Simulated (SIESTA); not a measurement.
Crystal: W.

```
W
1.0
     0.00000    2.03000    2.03000
     2.03000    0.00000    2.03000
     2.03000    2.03000    0.00000
W
1
Direct
  0.00000 0.00000 0.00000
```

This isn't the form of W at room conditions, which is bcc.

- Program: SIESTA 5.4.2
- Task: single point
- Functional: PBE
- Potentials or basis: PseudoDojo 0.4 standard (PBE files)
- Basis: DZP (energy shift 0.003 Ry; two zetas on semicore shells)
- Grid cutoff: 800 Ry
- Energy shift: 0.003 Ry
- k mesh: 11 × 11 × 11
- Occupations: fermi-dirac, width 0.05 eV
- Spin: no spin polarisation

On this cell: pressure -1.7 GPa; band gap on the k mesh none (metal or under the smearing width).

The same run follows on a disturbed copy (cell strained at random at fixed volume):

```
W
1.0
     0.01192    2.00823    2.03186
     2.02971    0.01106    2.03272
     2.05415    2.03352   -0.01337
W
1
Direct
  0.99325 0.99126 0.01410
```

Q: What does the disturbed cell give?

A: The energy (extrapolated to zero smearing) moves by -4.0 meV/atom; pressure -1.8 GPa; band gap on the k mesh none (metal or under the smearing width).

Stress tensor (GPa, compression positive):
```
-1.14  2.10 -0.62
 2.10 -3.61 -0.89
-0.62 -0.89 -0.58
```

The energy falls, though the first cell shows no forces: that form is unstable against this distortion, unless noise or another electronic state is at work.

Caveats: short orbitals over semicore shells can move pressures by several GPa; the basis of atomic orbitals isn't converged, which shifts pressures, moduli and gaps.
